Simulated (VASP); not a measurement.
PbSe (Clausthalite):

```
Pb Se
1.0
     0.00000    3.06065    3.06065
     3.06065    0.00000    3.06065
     3.06065    3.06065    0.00000
Pb Se
1 1
Direct
  0.00000 0.00000 0.00000
  0.50000 0.50000 0.50000
```

| Item | Value |
| --- | --- |
| Program | VASP 6.6.1 |
| Task | relaxation of cell and atoms |
| Functional | rSCAN |
| Potentials or basis | VASP PAW PBE potentials, release 64 (Pb_d, Se) |
| Cutoff | 600 eV |
| k mesh | 8 × 8 × 8 |
| Occupations | fermi-dirac, width 0.05 eV |
| Spin | no spin polarisation |

At the start: pressure 1.6 GPa; volume 28.67 Å³/atom.

Task: How do energy, volume and symmetry change on relaxing?

Result: Over 3 steps the energy falls by 4.1 meV/atom and the volume is 29.52 Å³/atom (+3.0 %); space group Fm-3m (No. 225, to 0.05 Å).

Step by step:
```tsv
step	energy change (eV)	largest force (eV/Å)	pressure (GPa)	volume (Å³)
1	0.0000	0.0000	1.61	57.34
2	-0.0069	0.0000	-0.61	59.76
3	-0.0082	0.0000	0.01	59.03
```

Final structure:
```cif
data_structure
_symmetry_space_group_name_H-M 'P 1'
_symmetry_Int_Tables_number 1
_cell_length_a 4.3706
_cell_length_b 4.3706
_cell_length_c 4.3706
_cell_angle_alpha 60.000
_cell_angle_beta 60.000
_cell_angle_gamma 60.000
_cell_volume 59.03
loop_
_atom_site_label
_atom_site_type_symbol
_atom_site_fract_x
_atom_site_fract_y
_atom_site_fract_z
_atom_site_occupancy
Pb1 Pb 0.00000 0.00000 0.00000 1
Se1 Se 0.50000 0.50000 0.50000 1
```

The cell as given is a measured one (28.67 Å³/atom); rSCAN puts the equilibrium volume +3.0 % from it, thermal expansion not counted.

Caveat: the PAW data sets were made with another functional, which shifts forces and pressure a little.
